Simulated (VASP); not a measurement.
A run of VASP 6.6.1 is set up as follows.

INCAR

```
SYSTEM = AlPt
ALGO = Fast ; EDIFF = 1E-7
ENCUT = 520 ; GGA = PS
ISIF = 2 ; ISMEAR = 1
KPAR = 4 ; LASPH = .True.
LCHARG = .False. ; LMAXMIX = 4
LREAL = .False. ; LWAVE = .False.
NBANDS = 36 ; NELM = 80
PREC = Accurate ; SIGMA = 0.1
```

File KPOINTS:

```
k-points
0
Gamma
  8 8 8
  0 0 0
```

The input POSCAR:

```
AlPt                                    
1.0
    4.8678525592      0.0000000000      0.0000000000
    0.0000000000      4.8678525592      0.0000000000
    0.0000000000      0.0000000000      4.8678525592
  Al              Pt            
     4     4
Direct
     0.8441469267029404    0.8441469267029404    0.8441469267029404
     0.6558530732970596    0.1558530732970596    0.3441469267029404
     0.3441469267029404    0.6558530732970596    0.1558530732970596
     0.1558530732970596    0.3441469267029404    0.6558530732970596
     0.1540432597197494    0.1540432597197494    0.1540432597197494
     0.3459567402802506    0.8459567402802506    0.6540432597197494
     0.6540432597197494    0.3459567402802506    0.8459567402802506
     0.8459567402802506    0.6540432597197494    0.3459567402802506
```

KPOINTS_OPT

```
explicit points
188
Reciprocal
 0.0000000000  0.0000000000  0.0000000000 1
 0.0000000000  0.0263157895  0.0000000000 1
 0.0000000000  0.0526315789  0.0000000000 1
 0.0000000000  0.0789473684  0.0000000000 1
 0.0000000000  0.1052631579  0.0000000000 1
 0.0000000000  0.1315789474  0.0000000000 1
[... 180 lines left out ...]
 0.0192175500  0.4807824500  0.0000000000 1
-0.0192175500  0.5192175500  0.0000000000 1
```

Potentials or basis: VASP PAW PBE potentials, release 64 (Al, Pt).

Launch:

```sh
$ cat potpaw_PBE.64/Al/POTCAR potpaw_PBE.64/Pt/POTCAR > POTCAR
$ mpirun -np 4 vasp_std > vasp.out
```

(1) Estimate the pressure.

(2) Estimate the band gap along the path.

Answers

(1) 0.0 GPa.

(2) none (metal or under the smearing width).

Caveat: the PAW data sets were made with another functional, which shifts forces and pressure a little; spin-orbit coupling is left out, which moves the levels of the heavy elements.
